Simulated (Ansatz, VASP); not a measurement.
Ti3S2: VASP beside Ansatz

File INCAR:

```
SYSTEM = Ti3S2
  PREC = Accurate
  ENCUT = 520
  EDIFF = 1E-7
  ISMEAR = -1
  SIGMA = 0.05
  LREAL = .False.
  LASPH = .True.
  NELM = 100
  ALGO = Normal
  ISIF = 2
  LWAVE = .False.
  LCHARG = .False.
  GGA = PS
  NBANDS = 32
  KPAR = 2
```

File KPOINTS:

```
Automatic mesh
0
Gamma
  6 6 6
  0 0 0
```

Contents of POSCAR:

```
Ti3S2
1.0
    2.7131139241      1.5664170544      3.2376184047
   -2.7131139241      1.5664170544      3.2376184047
    0.0000000000     -3.1328341088      3.2376184047
Ti S
3 2
Direct
    0.0050380000      0.3388620000      0.6543340000
    0.6614490000      0.0070210000      0.3345490000
    0.3325830000      0.6591530000     -0.0001120000
    0.1489870000      0.1921150000      0.1645920000
    0.8377220000      0.8379890000      0.8277830000
```

File input.yaml:

```yaml
crystal:
  lattice:
    - [2.7131139241, 1.5664170544, 3.2376184047]
    - [-2.7131139241, 1.5664170544, 3.2376184047]
    - [0.0, -3.1328341088, 3.2376184047]
  atoms:
    - { symbol: Ti, position: [0.005038, 0.338862, 0.654334] }
    - { symbol: Ti, position: [0.661449, 0.007021, 0.334549] }
    - { symbol: Ti, position: [0.332583, 0.659153, -0.000112] }
    - { symbol: S, position: [0.148987, 0.192115, 0.164592] }
    - { symbol: S, position: [0.837722, 0.837989, 0.827783] }
hamiltonian:
  xc: pbesol
  pseudopotentials: { kind: paw }
kpoints:
  mp_grid: { grid: [6, 6, 6] }
scf:
  occupations: { method: fermi_dirac, width: 0.05 }
output:
  forces: true
  stress: true
  eigenvalues: true
```

Change from the starting cell: atoms moved at random, drawn with an rms of 0.05 Å.

Alike in both runs: task single point; functional PBEsol; k mesh 6 × 6 × 6; occupations fermi-dirac, width 0.05 eV; no spin polarisation.

|  | VASP | Ansatz |
| --- | --- | --- |
| version | VASP 6.6.1 | Ansatz 0.2.0 |
| potentials or method | VASP PAW PBE potentials, release 64 (Ti_sv, S) | Ansatz PAW |
| plane-wave cutoff (eV) | 520 | 420 |
| valence electrons in the cell | 48 | 48 |

Ansatz gave:

- gap on the k mesh at the Fermi level (eV): none
- pressure (GPa): -4.1
- largest component of the traceless stress (GPa): 1.51
- rms of the force components (eV/Å): 0.526

Q: Which values does VASP return?

A: gap on the k mesh at the Fermi level (eV): none; pressure (GPa): -3.9; largest component of the traceless stress (GPa): 1.48; rms of the force components (eV/Å): 0.528.

Atom by atom the forces differ by 0.005 eV/Å (rms over components). A gap of «none» marks a metal or a gap that the smearing closes. The functional is the same, so the differences come from potentials, cutoffs and numerics.

Caveats: the PAW data sets were made with another functional, which shifts forces and pressure a little (VASP); the PAW data sets come from PBE, with cores solved anew for the run's functional, which leaves a small shift of forces and pressure (Ansatz).
